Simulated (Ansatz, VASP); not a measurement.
# One calculation of BaS, two programs

File INCAR:

```
SYSTEM = BaS
PREC = Accurate ; ENCUT = 520
EDIFF = 1E-7 ; ISMEAR = 0
SIGMA = 0.05 ; LREAL = .FALSE.
LASPH = .TRUE. ; NELM = 60
ALGO = Normal ; ISIF = 2
LWAVE = .FALSE. ; LCHARG = .FALSE.
GGA = PE ; NBANDS = 15
```

The input KPOINTS:

```
Automatic mesh
0
G
  10 10 10
  0 0 0
```

Contents of POSCAR:

```
BaS
1.0
    0.0000000000      3.2142043034      3.2142043034
    3.2142043034      0.0000000000      3.2142043034
    3.2142043034      3.2142043034      0.0000000000
Ba S
1 1
Direct
    0.5000000000      0.5000000000      0.5000000000
    0.0124447596     -0.0124447596      0.0124447596
```

Input for Ansatz:

```yaml
crystal:
  lattice:
    - [0.0, 3.2142043034, 3.2142043034]
    - [3.2142043034, 0.0, 3.2142043034]
    - [3.2142043034, 3.2142043034, 0.0]
  atoms:
    - { symbol: Ba, position: [0.5, 0.5, 0.5] }
    - { symbol: S, position: [0.0124447596, -0.0124447596, 0.0124447596] }
basis:
  ecutwfc: 420
  ecutrho_ratio: 4
kpoints:
  mp_grid: { grid: [10, 10, 10] }
hamiltonian:
  xc: pbe
scf:
  occupations: { method: gaussian, width: 0.05 }
output:
  forces: true
  stress: true
  eigenvalues: true
```

Alike in both runs: task single point; functional PBE; k mesh 10 × 10 × 10; occupations gaussian, width 0.05 eV; no spin polarisation.

```csv
,VASP,Ansatz
version,VASP 6.6.1,Ansatz 0.2.0
potentials or method,"VASP PAW PBE potentials, release 64 (Ba_sv, S)","scalar-relativistic, plane waves, PAW"
plane-wave cutoff (eV),520,420
valence electrons in the cell,16,16
```

Ansatz gave:

```
gap on the k mesh at the Fermi level (eV)       : 2.24
least direct gap on the mesh (eV)               : 2.35
pressure (GPa)                                  : 0.1
largest component of the traceless stress (GPa) : 0.17
rms of the force components (eV/Å)              : 0.083
```

Q: What did VASP give for the same quantities?

A: gap on the k mesh at the Fermi level (eV): 2.15; least direct gap on the mesh (eV): 2.29; pressure (GPa): 0.6; largest component of the traceless stress (GPa): 0.18; rms of the force components (eV/Å): 0.091.

Atom by atom the forces differ by 0.008 eV/Å (rms over components).

Caveats: spin-orbit coupling is left out, which moves the levels of the heavy elements. A k mesh can miss the band edges.
